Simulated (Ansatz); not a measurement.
# Mn (Mn, A15): the cost of one run

Method: DFT revPBE, plane waves (420 eV) with PAW, scalar-relativistic; PBE-made PAW files, in Ansatz 0.2.0.

**1. The starting structure**

Symmetry: Pm-3n, No. 223, cubic system. The conventional cell has a = 4.547 Å, b = 4.547 Å, c = 4.547 Å, α = 90.00°, β = 90.00°, γ = 90.00°. Around Mn (site symmetry m-3) lie 12 Mn at 2.54 Å. Mn (site symmetry -4m2) has 6 Mn at 2.27 to 2.54 Å as nearest neighbours.

Structure file:

```cif
data_structure
_symmetry_space_group_name_H-M 'Pm-3n'
_symmetry_Int_Tables_number 223
_cell_length_a 4.5468
_cell_length_b 4.5468
_cell_length_c 4.5468
_cell_angle_alpha 90.000
_cell_angle_beta 90.000
_cell_angle_gamma 90.000
_cell_volume 94.00
loop_
_atom_site_label
_atom_site_type_symbol
_atom_site_symmetry_multiplicity
_atom_site_Wyckoff_symbol
_atom_site_fract_x
_atom_site_fract_y
_atom_site_fract_z
_atom_site_occupancy
Mn1 Mn 2 a 0.00000 0.00000 0.00000 1
Mn2 Mn 6 c 0.25000 0.00000 0.50000 1
```

The atoms start with moments of +3 ×8 μB.

**2. Relaxation of the cell**

File input.yaml:

```yaml
crystal:
  lattice:
    - [4.5467736727, 0.0, 0.0]
    - [0.0, 4.5467736727, 0.0]
    - [0.0, 0.0, 4.5467736727]
  atoms:
    - { symbol: Mn, position: [0.0, 0.0, 0.0], spin: 3.0 }
    - { symbol: Mn, position: [0.5, 0.5, 0.5], spin: 3.0 }
    - { symbol: Mn, position: [0.25, 0.0, 0.5], spin: 3.0 }
    - { symbol: Mn, position: [0.75, 0.0, 0.5], spin: 3.0 }
    - { symbol: Mn, position: [0.5, 0.25, 0.0], spin: 3.0 }
    - { symbol: Mn, position: [0.5, 0.75, 0.0], spin: 3.0 }
    - { symbol: Mn, position: [0.0, 0.5, 0.25], spin: 3.0 }
    - { symbol: Mn, position: [0.0, 0.5, 0.75], spin: 3.0 }
hamiltonian:
  xc: revpbe
  pseudopotentials:
    kind: paw
    azcp:
      Mn: "pseudopotentials/Mn.paw.azcp"
basis:
  ecutwfc: 420
  fft_grid_basis: typed
kpoints:
  mp_grid: { grid: [6, 6, 6], shift: [0, 0, 0] }
magnetization:
  spin_polarized: true
scf:
  occupations: { method: fermi_dirac, width: 0.05 }
relax:
  max_steps: 60
  f_tol: 0.01
  cell: {}
output:
  write_density: true
  write_potential: true
  elf: true
  volumetric_format: npy
```

Started as:

```console
$ ansatz run input.yaml --threads 4 --pin off --max-ram 8192MiB --backend cpu --events-out ev --progress --plain --runs-dir out
```

What time and memory should one allow on 4 threads of Arm Neoverse V1, shared host?

About 2.9 min, with a peak of 1.1 GiB.
